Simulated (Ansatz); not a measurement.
**Ag, a known structure type with other elements, at an estimated volume**

```
CELL_PARAMETERS angstrom
2.82235 0.00000 0.00000
1.41117 2.44422 0.00000
0.00000 0.00000 5.32247
ATOMIC_POSITIONS crystal
Ag 0.66667 0.66667 0.25000
Ag 0.33333 0.33333 0.75000
```

Method: PBE, no spin polarisation; PAW, plane waves to 420 eV, 10×10×5 Γ-centred mesh, gaussian occupations (width 0.011 eV) (Ansatz 0.2.0), atoms fixed.

Question: What happens at the Fermi level?

Answer: It is a metal, with about 0.61 states/eV a cell as the mean within 0.25 eV of the Fermi level.

Question: What does the stress say?

Answer: The pressure is 0.4 GPa (compression positive), so with the atoms held at these fractions the cell is close to zero pressure. The principal stresses -8.5, 4.8, 4.8 GPa differ, so its shape would change too.

Question: Describe some of the short contacts.

Answer: Ag–Ag at 2.82 Å: least valence density 0.24 e/Å³ and ELF 0.16 there. Both are smooth PAW fields, read partly inside the augmentation spheres.

Origin: a known structure type with other elements, at an estimated volume, so it need not be a known compound.
